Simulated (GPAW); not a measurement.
# BN (R3m) in GPAW: settings compared

One crystal, BN, is run at these levels: GLLB-SC, PBE; tasks: energy-loss spectrum, optical spectrum by the Bethe-Salpeter equation, RPA correlation energy.

Program: GPAW 26.7.0. These are calculated values, not measurements. Logs are shortened: lines on timing, memory, paths and dates and some standing lists are left out, and cuts for length are marked. The log counts tension as positive stress, the text compression.

### Step 1. Starting point

It takes space group R3m (No. 160, trigonal). The conventional cell has a = 2.502 Å, b = 2.502 Å, c = 10.119 Å, α = 90.00°, β = 90.00°, γ = 120.00°. N (site symmetry 3m) is surrounded by 3 B at 1.44 Å. B (site symmetry 3m) is surrounded by 3 N at 1.44 Å.

The cell is a database's computed one.

### Step 2. Energy-loss spectrum, GLLB-SC

The input, run.py:

```python
import numpy as np
import spglib
from ase import Atoms
from ase.dft.bandgap import bandgap
from ase.io import read, write
from gpaw import GPAW, PW
from gpaw.response.df import DielectricFunction

atoms = read('BN.cif')
cell, positions, numbers = spglib.find_primitive(
    (atoms.cell[:], atoms.get_scaled_positions(), atoms.numbers), symprec=1e-4)
atoms = Atoms(numbers, cell=cell, scaled_positions=positions, pbc=True)

calc = GPAW(mode=PW(650),
            xc='GLLBSC',
            kpts={'size': (10, 10, 10), 'gamma': True},
            occupations={'name': 'fermi-dirac', 'width': 0.001},
            nbands=11,
            convergence={'density': 1e-06},
            maxiter=150,
            txt='gpaw.txt')
atoms.calc = calc
energy = atoms.get_potential_energy()
calc.write('gs.gpw')
write('result.traj', atoms)
print('Fermi level:', round(calc.get_fermi_level(), 4), 'eV')
print(f'Gap: {bandgap(calc)[0]:.4f} eV, direct: {bandgap(calc, direct=True)[0]:.4f} eV')

dense = calc.fixed_density(kpts={'size': (15, 15, 15), 'gamma': True},
                           nbands=42, convergence={'bands': 36},
                           update_fermi_level=True, txt='dense.txt')
dense.write('dense.gpw', mode='all')

df = DielectricFunction('dense.gpw', frequencies={'type': 'nonlinear', 'domega0': 0.1, 'omega2': 10},
                        eta=0.2, ecut=40, nbands=36, txt='df.txt')
for i, q_c in enumerate([[0.0, 0.0, 0.1333333333], [0.0, 0.0, 0.3333333333]]):
    eels0, eels = df.get_eels_spectrum(xc='RPA', q_c=q_c, filename=f'eels_{i}.csv')
    q = np.linalg.norm(2 * np.pi * np.array(q_c) @ atoms.cell.reciprocal())
    w = df.get_frequencies()
    print(f'|q| = {q:.4f} 1/A: loss peak at {w[eels[w < 45].argmax()]:.3f} eV (below 45 eV)')
```

The input, BN.cif:

```cif
data_BN
_cell_length_a 2.50224357
_cell_length_b 2.50224357
_cell_length_c 10.11880321
_cell_angle_alpha 90.00000000
_cell_angle_beta 90.00000000
_cell_angle_gamma 120.00000000
_space_group_name_H-M_alt 'R3m'
_space_group_name_Hall 'R 3 -2"'
_space_group_IT_number 160
loop_
_space_group_symop_operation_xyz
'x,y,z'
'-y,x-y,z'
'-x+y,-x,z'
'-y,-x,z'
'-x+y,y,z'
'x,x-y,z'
'x+2/3,y+1/3,z+1/3'
'-y+2/3,x-y+1/3,z+1/3'
'-x+y+2/3,-x+1/3,z+1/3'
'-y+2/3,-x+1/3,z+1/3'
'-x+y+2/3,y+1/3,z+1/3'
'x+2/3,x-y+1/3,z+1/3'
'x+1/3,y+2/3,z+2/3'
'-y+1/3,x-y+2/3,z+2/3'
'-x+y+1/3,-x+2/3,z+2/3'
'-y+1/3,-x+2/3,z+2/3'
'-x+y+1/3,y+2/3,z+2/3'
'x+1/3,x-y+2/3,z+2/3'
loop_
_atom_site_label
_atom_site_type_symbol
_atom_site_symmetry_multiplicity
_atom_site_Wyckoff_symbol
_atom_site_fract_x
_atom_site_fract_y
_atom_site_fract_z
_atom_site_occupancy
N1 N 3 a 0.6666666667 0.3333333333 0.0005715333 1
B1 B 3 a 0.0000000000 0.0000000000 0.0003288000 1
```

Potentials or basis: the program's PAW data sets (release 1.2.1) made for this functional, pw.

On the command line:

```bash
$ OMP_NUM_THREADS=1 python run.py
```

gpaw.txt:

```text
___ ___ ___ _ _ _
 |   |   |_  | | | |
 | | | | | . | | | |
 |__ |  _|___|_____|  26.7.0
 |___|_|

Input parameters:
  convergence: {density: 1e-06}
  kpts: {gamma: True,
         size: (10, 10, 10)}
  maxiter: 150
  mode: {ecut: 650.0,
         name: pw}
  nbands: 11
  occupations: {name: fermi-dirac,
                width: 0.001}
  xc: GLLBSC

System changes: positions, numbers, cell, pbc, initial_charges, initial_magmoms

Initialize ...

species:
  N:
    name:    Nitrogen
    Z:       7.0
    valence: 5
    core:    2
    charge:  0.0  # [|e|]
    compensation charges:
      type: gauss
      rc: 0.18  # [Å]
      lmax: 2
    cutoffs:
      filter: 1.11  # [Å]
      core: 0.96  # [Å]
    projectors
    | kind |    occ | energy [eV] | rcut [Å] |
    |------|--------|-------------|----------|
    |   2s |  2.000 |     -22.351 |    0.603 |
    |   2p |  3.000 |     -10.227 |    0.529 |
    |    s |        |       4.860 |    0.603 |
    |    p |        |      16.985 |    0.529 |
    |    d |        |       0.000 |    0.577 |

    Using partial waves for N as LCAO basis

  B:
    name:    Boron
    Z:       5.0
    valence: 3
    core:    2
    charge:  0.0  # [|e|]
    compensation charges:
      type: gauss
      rc: 0.20  # [Å]
      lmax: 2
    cutoffs:
      filter: 1.14  # [Å]
      core: 1.38  # [Å]
    projectors
    | kind |    occ | energy [eV] | rcut [Å] |
    |------|--------|-------------|----------|
    |   2s |  2.000 |     -10.319 |    0.635 |
    |   2p |  1.000 |      -4.115 |    0.635 |
    |    s |        |      16.892 |    0.635 |
    |    p |        |      23.096 |    0.635 |
    |    d |        |       0.000 |    0.635 |

    Using partial waves for B as LCAO basis

Reference energy: -2141.428329  # eV

Spin-paired calculation

Convergence criteria:
 Maximum [total energy] change in last 3 cyles: 0.0005 eV / valence electron
 Maximum integral of absolute [dens]ity change: 1e-06 electrons / valence electron
 Maximum integral of absolute [eigenst]ate change: 4e-08 eV^2 / valence electron
 Maximum number of scf [iter]ations: 150
 (Square brackets indicate name in SCF output, whereas a 'c' in
 the SCF output indicates the quantity has converged.)

Symmetries present (total): 6

  ( 1  0  0)  ( 1  0  0)  ( 0  1  0)  ( 0  1  0)  ( 0  0  1)  ( 0  0  1)
  ( 0  1  0)  ( 0  0  1)  ( 1  0  0)  ( 0  0  1)  ( 1  0  0)  ( 0  1  0)
  ( 0  0  1)  ( 0  1  0)  ( 0  0  1)  ( 1  0  0)  ( 0  1  0)  ( 1  0  0)

1000 k-points: 10 x 10 x 10 Monkhorst-Pack grid + [1/20,1/20,1/20]
116 k-points in the irreducible part of the Brillouin zone
       k-points in crystal coordinates                weights
   0:     0.00000000    0.00000000    0.00000000          1/1000
   1:     0.10000000    0.00000000   -0.10000000          6/1000
   2:     0.10000000    0.00000000    0.00000000          6/1000
   3:     0.10000000    0.10000000   -0.10000000          6/1000
   4:     0.10000000    0.10000000    0.00000000          6/1000
   5:     0.10000000    0.10000000    0.10000000          2/1000
   6:     0.20000000   -0.10000000   -0.10000000          6/1000
   7:     0.20000000    0.00000000   -0.20000000          6/1000
   8:     0.20000000    0.00000000   -0.10000000         12/1000
   9:     0.20000000    0.00000000    0.00000000          6/1000
          ...
 115:     0.50000000    0.50000000    0.50000000          1/1000

Wave functions: Plane wave expansion
  Cutoff energy: 650.000 eV
  Number of coefficients (min, max): 674, 700
  Pulay-stress correction: 0.000000 eV/Ang^3 (de/decut=0.000000)
  Using FFTW library
  ScaLapack parameters: grid=1x1, blocksize=None
  Wavefunction extrapolation:
    Improved wavefunction reuse through dual PAW basis

Occupation numbers: Fermi-Dirac:
  width: 0.0010  # eV

Eigensolver
   Davidson(niter=2)

Densities:
  Coarse grid: 24*24*24 grid
  Fine grid: 48*48*48 grid
  Total Charge: 0.000000

Density mixing:
  Method: separate
  Backend: msr1
  Linear mixing parameter: 0.05
  old densities: 10
  Width of damping distribution: 1.1
  Damping of long wavelength oscillations: 20

Hamiltonian:
  XC and Coulomb potentials evaluated on a 48*48*48 grid
  Using the GLLBSC Exchange-Correlation functional
  External potential:
    NoExternalPotential

XC parameters: GLLBSC functional being used consists of
  -----------------------------------------------------------------------
  | Weight | Module     | Description                                   |
  -----------------------------------------------------------------------
  |  1.000 | SCREENING  | GGA_X_PBE_SOL with 2 nearest neighbor stencil |
  |  1.000 | RESPONSE   | eps=0.0500 eV                                 |
  |  1.000 | XC         | GGA_C_PBE_SOL with 2 nearest neighbor stencil |
  -----------------------------------------------------------------------

Number of atoms: 2
Number of atomic orbitals: 8
Number of bands in calculation: 11
Number of valence electrons: 8
Bands to converge: occupied

... initialized

Initializing position-dependent things.

Density initialized from atomic densities
Creating initial wave functions:
  8 bands from LCAO basis set
  3 bands from random numbers

       N

       B

Atomic positions and initial magnetic moments

Positions:
   0 N     -0.000000   -0.000000    6.751652    ( 0.0000,  0.0000,  0.0000)
   1 B     -0.000000   -0.000000    0.003327    ( 0.0000,  0.0000,  0.0000)

Unit cell:
           periodic     x           y           z      points  spacing
  1. axis:    yes    1.251122    0.722335    3.372934    24     0.0883
  2. axis:    yes   -1.251122    0.722335    3.372934    24     0.0883
  3. axis:    yes    0.000000   -1.444671    3.372934    24     0.0883

  Lengths:   3.669300   3.669300   3.669300
  Angles:   39.871987  39.871987  39.871987

Effective grid spacing dv^(1/3) = 0.1098

iter:   1   -20.293317
iter:   2   -20.380307   -1.18  -0.62
iter:   3   -18.421113   -0.50  -0.64
iter:   4   -18.197159   -1.45  -0.85
iter:   5   -18.972652   -1.05  -1.20
iter:   6   -18.257768   -1.75  -1.12
iter:   7   -18.200077   -2.74  -1.65
iter:   8   -18.167192   -3.33  -2.00
iter:   9   -18.159113   -3.87  -2.49
iter:  10   -18.164719   -5.40  -2.80
iter:  11   -18.169960   -5.78  -3.03
iter:  12   -18.169404   -7.20  -3.67
iter:  13   -18.170099c  -6.96  -3.59
iter:  14   -18.170420c  -7.32  -4.06
iter:  15   -18.170427c  -8.38c -5.66
iter:  16   -18.170358c  -9.22c -5.58
iter:  17   -18.170373c -10.75c -5.51
iter:  18   -18.170385c -10.48c -5.58
iter:  19   -18.170385c -11.64c -7.22c

Converged after 19 iterations.

Dipole moment: (0.000000, -0.000000, 1.511651) |e|*Ang

Energy contributions relative to reference atoms: (reference = -2141.428329)

Kinetic:        +20.692193
Potential:      -20.280653
External:        +0.000000
XC:             -18.634425
Entropy (-ST):   -0.000000
Local:           +0.052500
SIC:             +0.000000
--------------------------
Free energy:    -18.170385
Extrapolated:   -18.170385

GLLBSC response reference energy: 1.90329 eV (from HOMO)

Showing only first 2 kpts
 Kpt  Band  Eigenvalues  Occupancy
  0     2      0.91280    2.00000
  0     3      0.91292    2.00000
  0     4      7.74587    0.00000
  0     5     14.55162    0.00000

  1     2     -1.12395    2.00000
  1     3     -0.12105    2.00000
  1     4      8.75482    0.00000
  1     5     13.95348    0.00000

Fermi level: 3.41464

Gap: 5.191 eV
Transition (v -> c):
  (s=0, k=22, n=3, [0.30, 0.00, -0.30]) -> (s=0, k=110, n=4, [0.50, 0.50, 0.00])
Direct/indirect transitions are different
Direct gap: 6.009 eV
Transition at: (s=0, k=57, n=3, [0.40, 0.10, -0.20])
Writing to gs.gpw (mode='')
```

Run time: 11 min. Hardware: 1 thread of Arm Neoverse V1, shared host; peak memory 0.48 GiB.

Results:

```yaml
Band_gap_on_the_k_mesh_Kohn-Sham_part_alone: 5.19 eV, indirect (least direct gap 6.01 eV)
```

Caveat: the highest transitions drop out of the frequency grid; a model potential gives levels but no total energy; response on these states lacks terms of the Hamiltonian; an odd mesh through Γ misses points on the zone boundary, where band edges often lie; the program warned that so skewed a cell can give wrong results.

(Continued in part 2 of 3.)
